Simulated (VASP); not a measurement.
# NiO (P-6m2) in VASP: notebook, part 2 of 2

VASP 6.6.1. The steps go on from the part before.

## (3) Single point, r2SCAN+U, collinear spin, random start

This run uses another cell than the first one: it holds 2 atoms, not 4.

INCAR reads:

```
SYSTEM = NiO
PREC = Accurate ; ENCUT = 520
EDIFF = 1E-6 ; ISMEAR = 0
SIGMA = 0.05 ; LREAL = .False.
LASPH = .True. ; NELM = 120
ALGO = Normal ; ISIF = 2
LWAVE = .False. ; LCHARG = .False.
ISPIN = 2 ; MAGMOM = 0.04 0
LORBIT = 11 ; LMAXMIX = 4
LDAU = .True. ; LDAUTYPE = 2
LDAUL = 2 -1 ; LDAUU = 2 0
LDAUJ = 0 0 ; LDAUPRINT = 1
METAGGA = R2SCAN ; LMIXTAU = .True.
NBANDS = 19
```

KPOINTS reads:

```
Automatic mesh
0
Gamma
  8 8 7
  0 0 0
```

POSCAR reads:

```
NiO
1.0
    2.7830607900      0.0000000000      0.0000000000
   -1.3915303900      2.4102013400      0.0000000000
    0.0000000000      0.0000000000      2.7161294400
Ni O
1 1
Direct
    0.0000000000      0.0000000000      0.0000000000
    0.6666666667      0.3333333333      0.5000000000
```

Potentials or basis: VASP PAW PBE potentials, release 64 (Ni, O).

Run with:

```sh
cat potpaw_PBE.64/Ni/POTCAR potpaw_PBE.64/O/POTCAR > POTCAR
mpirun -np 1 vasp_std > vasp.out
```

OUTCAR:

```text
SYSTEM = NiO
   PREC = Accurate
   ENCUT = 520
   EDIFF = 1E-6
   ISMEAR = 0
   LREAL = .False.
   LASPH = .True.
   NELM = 120
   ISIF = 2
   ISPIN = 2
   LORBIT = 11
   METAGGA = R2SCAN

 ion  position               nearest neighbor table
   1  0.000  0.000  0.000-   2 2.10   2 2.10   2 2.10   2 2.10   2 2.10   2 2.10
   2  0.667  0.333  0.500-   1 2.10   1 2.10   1 2.10   1 2.10   1 2.10   1 2.10

  LATTYP: Found a hexagonal cell.
 ALAT       =     2.7830607900
 C/A-ratio  =     0.9759504535

  Lattice vectors:

 A1 = (   2.7830607900,   0.0000000000,   0.0000000000)
 A2 = (  -1.3915303900,   2.4102013400,   0.0000000000)
[... 1320 lines left out ...]

 VOLUME and BASIS-vectors are now :
 -----------------------------------------------------------------------------
  energy-cutoff  :      520.00
  volume of cell :       18.22
      direct lattice vectors                 reciprocal lattice vectors
     2.783060790  0.000000000  0.000000000     0.359316621  0.207451548  0.000000000
    -1.391530390  2.410201340  0.000000000     0.000000000  0.414903097  0.000000000
     0.000000000  0.000000000  2.716129440     0.000000000  0.000000000  0.368170966

 POSITION                                       TOTAL-FORCE (eV/Angst)
 -----------------------------------------------------------------------------------
      0.00000      0.00000      0.00000        -0.000000     -0.000000      0.000000
      1.39153      0.80340      1.35806         0.000000      0.000000      0.000000
 -----------------------------------------------------------------------------------
    total drift:                                0.000005     -0.000003      0.000000

  FREE ENERGIE OF THE ION-ELECTRON SYSTEM (eV)
  ---------------------------------------------------
  free  energy   TOTEN  =       -17.4724755552 eV

  energy  without entropy=      -17.4708160506  energy(sigma->0) =      -17.47164580

 total charge

# of ion       s       p       d       tot
------------------------------------------
    1        0.316   0.401   8.402   9.118
    2        1.592   3.341   0.000   4.933
--------------------------------------------------
tot          1.908   3.742   8.402  14.051

 magnetization (x)

# of ion       s       p       d       tot
------------------------------------------
    1        0.000   0.000   0.017   0.017
    2        0.000   0.000   0.000   0.000
--------------------------------------------------
tot          0.000   0.000   0.017   0.017
```

stdout:

```text
POSCAR found type information on POSCAR NiO
 POSCAR found :  2 types and       2 ions
 scaLAPACK will be used
 -----------------------------------------------------------------------------
|                                                                             |
|                                                                             |
|     You enforced a specific xc type in the INCAR file but a different       |
|     I HOPE YOU KNOW WHAT YOU ARE DOING!                                     |
|                                                                             |
 -----------------------------------------------------------------------------

 LDA part: xc-table for (None), standard interpolation
 POSCAR, INCAR and KPOINTS ok, starting setup
 FFT: planning ... GRIDC
 FFT: planning ... GRID_SOFT
 FFT: planning ... GRID
 WAVECAR not read
 entering main loop
```

Run time: 80 s. Hardware: 1 thread of Intel Xeon Platinum 8488C (Sapphire Rapids), shared host; peak memory 0.16 GiB.

Results:

* Free energy: -17.4725 eV
* Pressure: -11.6 GPa
* Band gap on the k mesh: none (metal or under the smearing width)
* Net moment: 0.02 μB per cell
* Valence electrons inside the program's atomic spheres: Ni 9.12; O 4.93

Stress tensor (GPa, compression positive):
```
 -9.34   0.00   0.00
  0.00  -9.34   0.00
  0.00   0.00 -16.22
```

Eigenvalues of the final occupation matrices:
```csv
site,spin,trace,eigenvalues
site 1 d,1,4.22,0.71 0.71 0.92 0.92 0.97
site 1 d,2,4.21,0.70 0.70 0.92 0.92 0.97
```

Caveat: the PAW data sets were made with another functional, which shifts forces and pressure a little. The state reached can hang on the start; a lower one may exist.

## (4) Single point, r2SCAN+U, collinear spin, ferromagnetic start

This run uses another cell than the first one: it holds 2 atoms, not 4.

INCAR reads:

```
SYSTEM = NiO
  PREC = Accurate
  ENCUT = 520
  EDIFF = 1E-7
  ISMEAR = 0
  SIGMA = 0.05
  LREAL = .FALSE.
  LASPH = .TRUE.
  NELM = 100
  ALGO = Normal
  ISIF = 2
  LWAVE = .FALSE.
  LCHARG = .TRUE.
  ISPIN = 2
  MAGMOM = 1 0
  LORBIT = 11
  NUPDOWN = 4
  LMAXMIX = 4
  LDAU = .TRUE.
  LDAUTYPE = 2
  LDAUL = 2 -1
  LDAUU = 2 0
  LDAUJ = 0 0
  LDAUPRINT = 1
  METAGGA = R2SCAN
  LMIXTAU = .TRUE.
  LELF = .TRUE.
  LVHAR = .TRUE.
  NBANDS = 19
```

KPOINTS reads:

```
regular mesh
0
G
  8 8 7
  0 0 0
```

POSCAR is that of step 3.

Run with:

```sh
cat potpaw_PBE.64/Ni/POTCAR potpaw_PBE.64/O/POTCAR > POTCAR
mpirun -np 1 vasp_std > vasp.out
```

Run time: 77 s. Hardware: 1 thread of Intel Xeon Platinum 8488C (Sapphire Rapids), shared host; peak memory 0.16 GiB.

The run converged. Its results:

```
Free energy                                           : -11.8127 eV
Pressure                                              : 47.2 GPa
Net moment                                            : 4.00 μB per cell
Site moments                                          : Ni +2.59; O +1.01 μB
Valence electrons inside the program's atomic spheres : Ni 8.89; O 4.95
```

Stress tensor (GPa, compression positive):
```
35.79  0.00  0.00
 0.00 35.79  0.00
 0.00  0.00 70.03
```

Eigenvalues of the final occupation matrices:
```csv
site,spin,trace,eigenvalues
site 1 d,1,5.02,0.99 1.01 1.01 1.01 1.01
site 1 d,2,2.82,0.25 0.25 0.68 0.68 0.95
```

Caveat: the moment is held away from its start; a pressure of tens of GPa on the cell as given is suspect, and the run, the potentials or the cell itself is likely at fault; the PAW data sets were made with another functional, which shifts forces and pressure a little; the total moment is fixed, so each spin has its own Fermi level; a cell with one magnetic atom can't hold antiferromagnetic order, which such compounds often take. The state reached can hang on the start; a lower one may exist.

## (5) The reference run

An earlier run on the cell as given: functional PBE; potentials or basis VASP PAW PBE potentials, release 64 (Ni, O); cutoff 520 eV; k mesh 11 × 11 × 10; occupations fermi-dirac, width 0.05 eV; collinear spin, ferromagnetic start; starting moments [1.0, 0.0] μB.

- Pressure: 4.8 GPa
- Band gap on the k mesh: none (metal or under the smearing width)
- Net moment: 1.84 μB per cell
- Site moments: Ni +1.39; O +0.40 μB
- Valence electrons inside the program's atomic spheres: Ni 9.01; O 4.95

## (6) Overview

```tsv
level	spin	U	fixed moment (μB)	k mesh	smearing	supercell matrix	gap on the mesh (eV)	pressure (GPa)	moment (μB)
r2SCAN+U	collinear, ferrimagnetic start	Ni d U = 2 eV	-	8 × 8 × 8	gaussian 0.05 eV	[0, 1, 1, 1, 0, 1, 1, 1, 0]	1.14	0.1	0.00
r2SCAN+U	collinear, random start	Ni d U = 2 eV	-	8 × 8 × 7	gaussian 0.05 eV	-	none	-11.6	0.02
r2SCAN+U	collinear, ferromagnetic start	Ni d U = 2 eV	4	8 × 8 × 7	gaussian 0.05 eV	-	-	47.2	4.00
PBE	collinear, ferromagnetic start	-	-	11 × 11 × 10	fermi-dirac 0.05 eV	-	none	4.8	1.84
```

Alike in all rows: task single point; potentials or basis VASP PAW PBE potentials, release 64 (Ni, O); cell as given; cutoff (eV) 520.

On the cell as given the gap runs from zero (r2SCAN+U) to 1.14 eV (r2SCAN+U); the meshes differ, which moves gaps too. The pressure there spans -11.6 GPa (r2SCAN+U) to 47.2 GPa (r2SCAN+U); a positive pressure means that this level wants a larger cell, a negative one a smaller.

Caveats: the PAW data sets were made with another functional, which shifts forces and pressure a little (some runs); a cell with one magnetic atom can't hold antiferromagnetic order, which such compounds often take (some runs); the moment is held away from its start (some runs); a pressure of tens of GPa on the cell as given is suspect, and the run, the potentials or the cell itself is likely at fault (some runs); the total moment is fixed, so each spin has its own Fermi level (some runs); semilocal functionals often make such compounds metallic where correlation or magnetic order opens a gap, which also shifts bond lengths (some runs).

Absolute energies hang on the potentials; compare differences alone.
